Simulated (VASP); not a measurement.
# Li15O8 (a cell with a defect) in VASP: further runs

The runs below take Li15O8 (a cell with a defect) through single point, with r2SCAN.

Program: VASP 6.6.1. These are calculated values, not measurements. Logs are shortened: lines on timing, memory, paths and dates and some standing lists are left out, and cuts for length are marked.

### Step 1. Starting point

The cell holds a defect, 23 atoms: a = 6.609 Å, b = 6.609 Å, c = 6.609 Å, α = 60.00°, β = 60.00°, γ = 60.00°.

### Step 2. Single point, r2SCAN

POSCAR

```
Li15O8
1.0
    0.0000000000      4.6732700000      4.6732700000
    4.6732700000      0.0000000000      4.6732700000
    4.6732700000      4.6732700000      0.0000000000
Li O
15 8
Direct
    0.1374840315      0.1386181410      0.1537039375
    0.3974304930      0.3495411136      0.3326578606
    0.1064565069      0.1597810527      0.6279115052
    0.4327376762      0.3560675929      0.8990706721
    0.1279724904      0.6411035528      0.0853684893
    0.4740791780      0.9068168542      0.3279930327
    0.1263355210      0.6227759149      0.6589390298
    0.3950338842      0.8684711134      0.8616878545
    0.8651008823      0.3860786986      0.4135755049
    0.5759457510      0.1759260646      0.6094554776
    0.8421512132      0.3256178222      0.9417174698
    0.6253330109      0.6151260252      0.1083288575
    0.8633034257      0.9469707507      0.3104785300
    0.6398838501      0.6567671031      0.6378510122
    0.8533853169      0.9670958451      0.8762600920
    0.0443051653     -0.0170437403     -0.0002674787
   -0.0068581529      0.0355318653      0.5223430275
    0.0016476685      0.4758980329      0.0281601534
    0.0085593171      0.4822747241      0.5142865702
    0.5257667543     -0.0008666309     -0.0260310232
    0.5077600909      0.0026747866      0.5272539357
    0.5052992872      0.5229956754     -0.0320546427
    0.5209735367      0.5063585027      0.4762939013
```

INCAR.step1

```
ALGO = Normal
EDIFF = 1E-4
ENCUT = 520
GGA = PE
ISMEAR = -1
LASPH = True
LCHARG = False
LREAL = Auto
LWAVE = True
NBANDS = 64
NELM = 100
PREC = Accurate
SIGMA = 0.05
```

INCAR.step2

```
ALGO = Normal
EDIFF = 1E-6
ENCUT = 520
ISIF = 2
ISMEAR = -1
ISTART = 1
LASPH = True
LCHARG = False
LMIXTAU = True
LREAL = Auto
LWAVE = False
METAGGA = R2SCAN
NBANDS = 64
NELM = 100
PREC = Accurate
SIGMA = 0.05
```

KPOINTS

```
k-points
0
Gamma
  2 2 2
```

Potentials or basis: VASP PAW PBE potentials, release 64 (Li_sv, O).

On the command line:

```
$ cat potpaw_PBE.64/Li_sv/POTCAR potpaw_PBE.64/O/POTCAR > POTCAR
$ cp INCAR.step1 INCAR
$ mpirun -np 1 vasp_std > vasp.out
$ cp INCAR.step2 INCAR
$ mpirun -np 1 vasp_std > vasp.out
```

OUTCAR:

```text
EDIFF = 1E-6
   ENCUT = 520
   ISIF = 2
   ISMEAR = -1
   ISTART = 1
   LASPH = True
   LREAL = Auto
   METAGGA = R2SCAN
   NELM = 100
   PREC = Accurate

 ion  position               nearest neighbor table
   1  0.137  0.139  0.154-  18 1.83  17 1.99  20 2.13  16 2.19  13 2.25   9 2.37   4 2.41  11 2.43
                             6 2.45
   2  0.397  0.350  0.333-  21 1.94  22 1.99  19 2.13  10 2.18   3 2.30  12 2.31   5 2.43
   3  0.106  0.160  0.628-  19 1.74  17 1.85  16 2.04  15 2.10   9 2.13  21 2.17  11 2.30   2 2.30
                             8 2.46
   4  0.433  0.356  0.899-  22 1.70  20 1.97   5 2.27  10 2.31  14 2.39   1 2.41   7 2.56
   5  0.128  0.641  0.085-  16 1.87  18 1.92  22 2.04   4 2.27   8 2.32  15 2.34   2 2.43   9 2.46
                            13 2.50
   6  0.474  0.907  0.328-  21 1.86  20 1.99  23 2.23  14 2.27   1 2.45  12 2.50
   7  0.126  0.623  0.659-  18 2.00  23 2.15  19 2.18  17 2.23   4 2.56
   8  0.395  0.868  0.862-  21 1.81  22 1.87  16 1.90  20 2.02  14 2.04  12 2.23   5 2.32  10 2.32
                             3 2.46
   9  0.865  0.386  0.414-  19 1.84  23 1.89  17 1.89  18 2.09   3 2.13  14 2.32   1 2.37  10 2.37
                             5 2.46  12 2.57
  10  0.576  0.176  0.609-  21 1.79  23 1.81  20 2.01   2 2.18  17 2.28   4 2.31   8 2.32   9 2.37
                            13 2.48  15 2.58
  11  0.842  0.326  0.942-  22 1.90  16 1.92  18 2.15  12 2.17   3 2.30   1 2.43  14 2.44  13 2.47
                            15 2.57
  12  0.625  0.615  0.108-  22 1.91  23 1.99  18 2.05  20 2.08  11 2.17   8 2.23   2 2.31   6 2.50
                             9 2.57
  13  0.863  0.947  0.310-  16 1.74  21 2.00   1 2.25  14 2.46  11 2.47  10 2.48   5 2.50
  14  0.640  0.657  0.638-  22 1.80  21 1.87  19 2.02   8 2.04   6 2.27   9 2.32   4 2.39  11 2.44
                            13 2.46
  15  0.853  0.967  0.876-  20 1.85  16 1.88  17 1.93   3 2.10   5 2.34  11 2.57  10 2.58
  16  0.044  0.983  1.000-  13 1.74   5 1.87  15 1.88   8 1.90  11 1.92   3 2.04   1 2.19
  17  0.993  0.036  0.522-   3 1.85   9 1.89  15 1.93   1 1.99   7 2.23  10 2.28
  18  0.002  0.476  0.028-   1 1.83   5 1.92   7 2.00  12 2.05   9 2.09  11 2.15
  19  0.009  0.482  0.514-   3 1.74   9 1.84  14 2.02   2 2.13   7 2.18
  20  0.526  0.999  0.974-  15 1.85   4 1.97   6 1.99  10 2.01   8 2.02  12 2.08   1 2.13
  21  0.508  0.003  0.527-  10 1.79   8 1.81   6 1.86  14 1.87   2 1.94  13 2.00   3 2.17
  22  0.505  0.523  0.968-   4 1.70  14 1.80   8 1.87  11 1.90  12 1.91   2 1.99   5 2.04
  23  0.521  0.506  0.476-  10 1.81   9 1.89  12 1.99   7 2.15   6 2.23

  LATTYP: Found a face centered cubic cell.
 ALAT       =     9.3465400000

  Lattice vectors:

 A1 = (   0.0000000000,   4.6732700000,   4.6732700000)
 A2 = (   4.6732700000,   0.0000000000,   4.6732700000)
 A3 = (   4.6732700000,   4.6732700000,   0.0000000000)

Analysis of symmetry for initial positions (statically):
=====================================================================
 Subroutine PRICEL returns:
 Original cell was already a primitive cell.

 Routine SETGRP: Setting up the symmetry group for a
 face centered cubic supercell.

 Subroutine GETGRP returns: Found  1 space group operations
 (whereof  1 operations were pure point group operations)
 out of a pool of 48 trial point group operations.

The static configuration has the point symmetry C_1 .

Analysis of symmetry for dynamics (positions and initial velocities):
=====================================================================
 Subroutine PRICEL returns:
 Original cell was already a primitive cell.

 Routine SETGRP: Setting up the symmetry group for a
 face centered cubic supercell.

 Subroutine GETGRP returns: Found  1 space group operations
 (whereof  1 operations were pure point group operations)
 out of a pool of 48 trial point group operations.

The dynamic configuration has the point symmetry C_1 .

 Subroutine INISYM returns: Found  1 space group operations
 (whereof  1 operations are pure point group operations),
[... 42 lines left out ...]
   PSTRESS=    0.0 pullay stress
   NELECT =      93.0000    total number of electrons
   NUPDOWN=      -1.0000    fix difference up-down
   EMIN   =  10.00;   EMAX   =-10.00  energy-range for DOS
   EFERMI =   0.00;   METHOD = LEGACY
   ISMEAR =    -1;   SIGMA  =   0.05  broadening in eV -4-tet -1-fermi 0-gaus
   EFERMI_NEDOS =   21; number of points for ismear=-14 and -15
   IALGO  =     38    algorithm
   IMIX   =      4    mixing-type and parameters
     AMIX     =   0.40;   BMIX     =  1.00
     AMIX_MAG =   1.60;   BMIX_MAG =  1.00
  volume/ion in A,a.u.               =       8.87        59.89
  Fermi-wavevector in a.u.,A,eV,Ry     =   1.259713  2.380512 21.590770  1.586877
  Thomas-Fermi vector in A             =   2.393259
   LORBIT       =      0    0 simple, 1 ext, 2 COOP (PROOUT), +10 PAW based schemes
   METAGGA = R2SCAN    functional components
   LHFCALC =     F    Hartree Fock is set to
   AEXX    =    0.0000 exact exchange contribution
   IVDW    =     0    specifies the selected vdW correction
   LEPSILON=     F    determine dielectric tensor
   LRPA    =     F    only Hartree local field effects (RPA)
 non-spin polarized calculation
  energy-cutoff  :      520.00
  volume of cell :      204.12
 maximum number of plane-waves:      5577
 NGX is ok and might be reduce to    50
   NGX = 25   NGY = 25   NGZ = 25

 number of electron      92.9999991 magnetization

 Free energy of the ion-electron system (eV)
  ---------------------------------------------------
  ext. energy  EPLUGINS =         0.00000000
  ---------------------------------------------------
  free energy    TOTEN  =      -125.84330046 eV

  energy without entropy =     -125.75900019  energy(sigma->0) =     -125.80115033

 E-fermi :   0.4530     XC(G=0):  -9.8843

 val. band max:        0.4422411005   @ k =   0.0000   0.0000   0.5000
 cond. band min:       0.4662224346   @ k =   0.0000   0.0000   0.0000
 fundamental gap:      0.0239813341
 Fermi energy:         0.4530446818

 k-point     1 :       0.0000    0.0000    0.0000
  band No.  band energies     occupation
      1     -44.1894      2.00000
      2     -44.1315      2.00000
      3     -44.0949      2.00000
      4     -44.0706      2.00000
      5     -43.8739      2.00000
      6     -43.8438      2.00000
[... 477 lines left out ...]
     57      10.9837      0.00000
     58      11.1148      0.00000
 [bands above 58 left out]

------------------------ aborting loop because EDIFF is reached ----------------------------------------

  FORCE on cell =-STRESS in cart. coord.  units (eV):
  Direction    XX          YY          ZZ          XY          YZ          ZX
  --------------------------------------------------------------------------------------
  -------------------------------------------------------------------------------------
  Total       -0.0663352     -0.6523096      0.3000055     -0.3318481     -0.9936857      2.1295212
  in kB       -0.5206696     -5.1200207      2.3547629     -2.6046972     -7.7995044     16.7147518
  external PRESSURE =      -1.0953091 kB  Pullay stress =       0.0000000 kB

 VOLUME and BASIS-vectors are now :
 -----------------------------------------------------------------------------
  energy-cutoff  :      520.00
  volume of cell :      204.12
      direct lattice vectors                 reciprocal lattice vectors
     0.000000000  4.673270000  4.673270000    -0.106991464  0.106991464  0.106991464
     4.673270000  0.000000000  4.673270000     0.106991464 -0.106991464  0.106991464
     4.673270000  4.673270000  0.000000000     0.106991464  0.106991464 -0.106991464

 POSITION                                       TOTAL-FORCE (eV/Angst)
 -----------------------------------------------------------------------------------
      1.36610      1.36080      1.29030        -0.804548      0.210608     -0.049324
      3.18810      3.41190      3.49080         0.592033     -0.345840     -0.010489
      3.68110      3.43190      1.24420        -0.810201      1.617922      0.143876
      5.86560      6.22390      3.68630        -1.095076     -0.677531     -0.862411
      3.39500      0.99700      3.59410         0.309483      0.453433     -0.119742
      5.77060      3.74830      6.45330        -0.464351     -0.413823     -0.694248
[... 15 lines left out ...]
      6.96757      6.88487      4.80550         0.991758      1.310659     -0.235713
      4.59220      4.66050      4.80100         0.842368     -0.332721      0.107489
 -----------------------------------------------------------------------------------
    total drift:                               -0.088799      0.204606      0.004254

  FREE ENERGIE OF THE ION-ELECTRON SYSTEM (eV)
  ---------------------------------------------------
  free  energy   TOTEN  =      -125.8433004596 eV

  energy  without entropy=     -125.7590001909  energy(sigma->0) =     -125.80115033
```

Wall time 11 min (1 thread of Intel Xeon Platinum 8488C (Sapphire Rapids), shared host); peak memory 0.37 GiB.

What came out:

| Item | Value |
| --- | --- |
| Free energy | -125.8433 eV |
| Largest force | 1.815 eV/Å |
| Band gap on the k mesh | none (metal or under the smearing width) |

Forces in eV/Å, atoms in the order of the input:
```
Li  -0.805  0.211 -0.049
Li   0.592 -0.346 -0.010
Li  -0.810  1.618  0.144
Li  -1.095 -0.678 -0.862
Li   0.309  0.453 -0.120
Li  -0.464 -0.414 -0.694
Li  -0.318 -0.531  0.111
Li   1.315  0.010  0.018
Li  -0.571 -0.792  0.164
Li   0.090  1.384 -0.166
Li  -0.324  0.002  0.884
Li   0.871  0.394  0.885
Li   0.657  1.127 -1.029
Li  -1.020  0.186  0.261
Li  -0.576 -0.226 -0.901
O    0.337 -0.973  0.218
O   -0.793 -0.290 -0.322
O    0.007 -0.324  0.382
O    0.850 -0.536  0.976
O    0.973  0.003 -0.329
O   -1.058 -1.258  0.567
O    0.992  1.311 -0.236
O    0.842 -0.333  0.107
```

Caveat: the k mesh is coarse (spacing up to 0.58 Å⁻¹), so the values aren't converged; the cutoff is under 1.25 times the usual one of these potentials, so pressure, stress and relaxed cells hold a basis-set (Pulay) error; the PAW data sets were made with another functional, which shifts forces and pressure a little; an odd number of electrons without spin polarisation forces a metal; a magnetic or distorted state may lie lower.

### Step 3. Single point, r2SCAN

POSCAR

```
Li15O8
1.0
    0.0000000000      4.6732700000      4.6732700000
    4.6732700000      0.0000000000      4.6732700000
    4.6732700000      4.6732700000      0.0000000000
Li O
15 8
Direct
    0.1267420885      0.1593316885      0.1231471753
    0.3898233999      0.3220764047      0.3466844415
    0.0962495212      0.1636541437      0.6298373516
    0.4275485902      0.3470696108      0.8846589219
    0.1199695288      0.6519096906      0.1041775887
    0.4796962298      0.9007718364      0.3311064843
    0.1583580662      0.6316241090      0.6354758017
    0.3766848481      0.8808928224      0.8780896460
    0.8576649755      0.3699978816      0.4294637374
    0.5838845177      0.1925525382      0.5821512560
    0.8245725156      0.3400509707      0.9404442714
    0.6419059887      0.6221767627      0.1015562978
    0.8799940941      0.9548667207      0.3210064901
    0.6319771809      0.6551515320      0.6279970984
    0.8427396662      0.9634046396      0.8842737526
    0.0468515622     -0.0235274230      0.0112234046
   -0.0088909907      0.0326216974      0.5212303162
   -0.0052318826      0.4913796977      0.0318941555
   -0.0067725597      0.4994468541      0.5234343404
    0.5097180347     -0.0093403548     -0.0052960775
    0.5120825461     -0.0041726671      0.5280670708
    0.5041116820      0.5091188825     -0.0227142879
    0.5352675964      0.5184485382      0.4864366921
```

INCAR.step1

```
SYSTEM = Li15O8
  PREC = Accurate
  ENCUT = 520
  ISMEAR = -1
  SIGMA = 0.05
  LREAL = Auto
  LASPH = .True.
  NELM = 100
  NBANDS = 64
  GGA = PE
  ALGO = Normal
  EDIFF = 1E-4
  LWAVE = .True.
  LCHARG = .False.
```

INCAR.step2

```
SYSTEM = Li15O8
  PREC = Accurate
  ENCUT = 520
  EDIFF = 1E-6
  ISMEAR = -1
  SIGMA = 0.05
  LREAL = Auto
  LASPH = .True.
  NELM = 100
  ALGO = Normal
  ISIF = 2
  LWAVE = .False.
  LCHARG = .False.
  METAGGA = R2SCAN
  LMIXTAU = .True.
  NBANDS = 64
  ISTART = 1
```

KPOINTS

```
Automatic mesh
0
Gamma
  2 2 2
  0 0 0
```

Potentials or basis: VASP PAW PBE potentials, release 64 (Li_sv, O).

On the command line:

```
$ cat potpaw_PBE.64/Li_sv/POTCAR potpaw_PBE.64/O/POTCAR > POTCAR
$ cp INCAR.step1 INCAR
$ mpirun -np 1 vasp_std > vasp.out
$ cp INCAR.step2 INCAR
$ mpirun -np 1 vasp_std > vasp.out
```

Wall time 14 min (1 thread of Intel Xeon Platinum 8488C (Sapphire Rapids), shared host); peak memory 0.37 GiB.

It converged, with:

| Property | Result |
| --- | --- |
| Free energy | -125.5844 eV |
| Largest force | 2.409 eV/Å |
| Band gap on the k mesh | none (metal or under the smearing width) |

Forces on the atoms (eV/Å):
```
Li  -0.716  0.979 -0.010
Li   0.238 -1.106  0.638
Li  -0.544  1.559  0.080
Li   0.172 -0.077 -0.180
Li  -0.468  0.647 -0.651
Li  -0.420 -0.624 -0.587
Li   0.125 -0.739 -0.159
Li  -0.116  0.400  0.454
Li  -0.456 -0.551  1.248
Li  -0.065  1.627 -0.545
Li  -0.779  0.316  0.817
Li   0.876  0.053  0.331
Li   0.629  1.183 -1.607
Li  -0.303  0.546 -0.003
Li  -0.573  0.091 -0.769
O    0.991 -2.137  0.507
O   -0.553 -0.356 -0.361
O   -0.290 -0.362  0.399
O   -0.272  0.176  0.515
O    0.581 -0.365  0.397
O   -0.037 -1.055  0.668
O    1.098  0.573 -0.370
O    0.881 -0.777 -0.810
```

Levels at points of the mesh, in eV from the Fermi level:
```
           k point  band 43  band 44  band 45  band 46  band 47  band 48  band 49  band 50  band 51  band 52
(0.00, 0.00, 0.00)    -0.30    -0.18    -0.13     0.02     0.09     5.52     5.73     6.01     6.14     8.16
(0.50, 0.00, 0.00)    -0.46    -0.33    -0.20    -0.18    -0.01     6.48     6.87     7.06     7.29     7.77
(0.00, 0.50, 0.00)    -0.59    -0.28    -0.19    -0.06     0.01     6.51     6.93     7.06     7.26     7.51
(0.00, 0.00, 0.50)    -0.56    -0.27    -0.25    -0.23    -0.05     6.56     6.99     7.08     7.18     7.48
(0.50, 0.50, 0.50)    -0.46    -0.29    -0.18    -0.13     0.02     6.52     6.88     6.94     7.33     7.57
(0.50, 0.50, 0.00)    -0.47    -0.41    -0.34    -0.22    -0.17     6.39     6.72     7.36     7.54     8.12
(0.00, 0.50, 0.50)    -0.46    -0.35    -0.31    -0.26    -0.18     6.36     6.63     7.33     7.62     8.02
(0.50, 0.00, 0.50)    -0.41    -0.41    -0.36    -0.27    -0.09     6.45     6.73     7.32     7.55     7.88
```

Caveat: the k mesh is coarse (spacing up to 0.58 Å⁻¹), so the values aren't converged; the cutoff is under 1.25 times the usual one of these potentials, so pressure, stress and relaxed cells hold a basis-set (Pulay) error; the PAW data sets were made with another functional, which shifts forces and pressure a little; an odd number of electrons without spin polarisation forces a metal; a magnetic or distorted state may lie lower.

### Step 4. Single point, r2SCAN

POSCAR

```
Li15O8
1.0
    0.0000000000      4.6732700000      4.6732700000
    4.6732700000      0.0000000000      4.6732700000
    4.6732700000      4.6732700000      0.0000000000
Li O
15 8
Direct
    0.1284325537      0.1698810469      0.0894020675
    0.3783753132      0.3149293749      0.3639100673
    0.1067560830      0.1428336047      0.6312068423
    0.4017636473      0.3735392990      0.8628968581
    0.1230936796      0.6252688161      0.1231364762
    0.4862869040      0.8938173912      0.3210064901
    0.1733368712      0.6679370120      0.5952470112
    0.3875230834      0.8719376368      0.8929293621
    0.8699261973      0.3570519144      0.4172025156
    0.5964239173      0.1923171569      0.5665305022
    0.8250967738      0.3480432331      0.9268242580
    0.6664284323      0.6237174398      0.0888457119
    0.8878900641      0.9405726611      0.3522907942
    0.6353046154      0.6361391488      0.6358181744
    0.8350469800      0.9548346233      0.8786353025
    0.0360347251     -0.0155993555      0.0265766797
   -0.0072326230      0.0223398177      0.5240227935
    0.0018616515      0.4994789516      0.0260417224
   -0.0244689479      0.5098678227      0.5442762776
    0.4943968570     -0.0019365455      0.0120365397
    0.5170255517     -0.0009843215      0.5256276654
    0.5026138015      0.5102529920     -0.0129780646
    0.5389374036      0.5302710950      0.5111838178
```

INCAR.step1

```
SYSTEM = Li15O8
PREC = Accurate ; ENCUT = 520
ISMEAR = -1 ; SIGMA = 0.05
LREAL = Auto ; LASPH = .True.
NELM = 100 ; NBANDS = 64
GGA = PE ; ALGO = Normal
EDIFF = 1E-4 ; LWAVE = .True.
LCHARG = .False.
```

INCAR.step2

```
SYSTEM = Li15O8
PREC = Accurate ; ENCUT = 520
EDIFF = 1E-7 ; ISMEAR = -1
SIGMA = 0.05 ; LREAL = Auto
LASPH = .True. ; NELM = 100
ALGO = Normal ; ISIF = 2
LWAVE = .False. ; LCHARG = .False.
METAGGA = R2SCAN ; LMIXTAU = .True.
NBANDS = 64 ; ISTART = 1
```

KPOINTS

```
regular mesh
0
Gamma
  2 2 2
  0 0 0
```

On the command line:

```
$ cat potpaw_PBE.64/Li_sv/POTCAR potpaw_PBE.64/O/POTCAR > POTCAR
$ cp INCAR.step1 INCAR
$ mpirun -np 1 vasp_std > vasp.out
$ cp INCAR.step2 INCAR
$ mpirun -np 1 vasp_std > vasp.out
```

It took 23 min on 1 thread of Intel Xeon Platinum 8488C (Sapphire Rapids), shared host; peak memory 0.37 GiB.

Results (log left out):

* Free energy: -125.3465 eV
* Largest force: 2.301 eV/Å
* Band gap on the k mesh: none (metal or under the smearing width)

Forces on the atoms (eV/Å):
```
Li  -0.438  1.152 -0.024
Li  -0.057 -1.392  0.933
Li   0.060  1.381  0.122
Li   0.552  0.811 -0.061
Li   0.468 -0.011  0.477
Li   0.483  0.296 -0.309
Li   0.245 -0.362 -0.543
Li  -0.089 -0.267  0.042
Li   0.227 -0.514  1.257
Li   0.595  1.618 -0.120
Li  -0.872  0.322  0.467
Li   0.947 -0.161 -0.153
Li  -0.149  0.586 -1.354
Li   0.685  0.208  0.662
Li  -0.130  0.444 -0.471
O   -0.273 -1.614  0.175
O   -0.198 -0.484 -0.179
O   -0.272 -0.235  0.208
O   -1.638  0.817  0.597
O   -0.419 -0.787  0.637
O    0.004 -0.718 -0.213
O    1.213  0.391 -0.665
O   -0.945 -1.481 -1.486
```

Levels at points of the mesh, in eV from the Fermi level:
| k point | band 44 | band 45 | band 46 | band 47 | band 48 | band 49 | band 50 | band 51 |
| --- | --- | --- | --- | --- | --- | --- | --- | --- |
| (0.00, 0.00, 0.00) | -0.20 | -0.08 | 0.01 | 0.08 | 5.51 | 5.68 | 6.01 | 6.19 |
| (0.50, 0.00, 0.00) | -0.30 | -0.19 | -0.13 | -0.01 | 6.35 | 6.85 | 7.08 | 7.30 |
| (0.00, 0.50, 0.00) | -0.25 | -0.18 | -0.05 | -0.01 | 6.42 | 6.86 | 6.93 | 7.40 |
| (0.00, 0.00, 0.50) | -0.32 | -0.22 | -0.15 | -0.06 | 6.49 | 6.81 | 7.03 | 7.41 |
| (0.50, 0.50, 0.50) | -0.26 | -0.16 | -0.10 | -0.02 | 6.47 | 6.82 | 6.99 | 7.43 |
| (0.50, 0.50, 0.00) | -0.41 | -0.27 | -0.26 | -0.15 | 6.37 | 6.72 | 7.38 | 7.51 |
| (0.00, 0.50, 0.50) | -0.34 | -0.28 | -0.18 | -0.17 | 6.38 | 6.50 | 7.19 | 7.72 |
| (0.50, 0.00, 0.50) | -0.38 | -0.32 | -0.19 | -0.12 | 6.35 | 6.74 | 7.24 | 7.57 |

Caveat: the k mesh is coarse (spacing up to 0.58 Å⁻¹), so the values aren't converged; the cutoff is under 1.25 times the usual one of these potentials, so pressure, stress and relaxed cells hold a basis-set (Pulay) error; the PAW data sets were made with another functional, which shifts forces and pressure a little; an odd number of electrons without spin polarisation forces a metal; a magnetic or distorted state may lie lower.
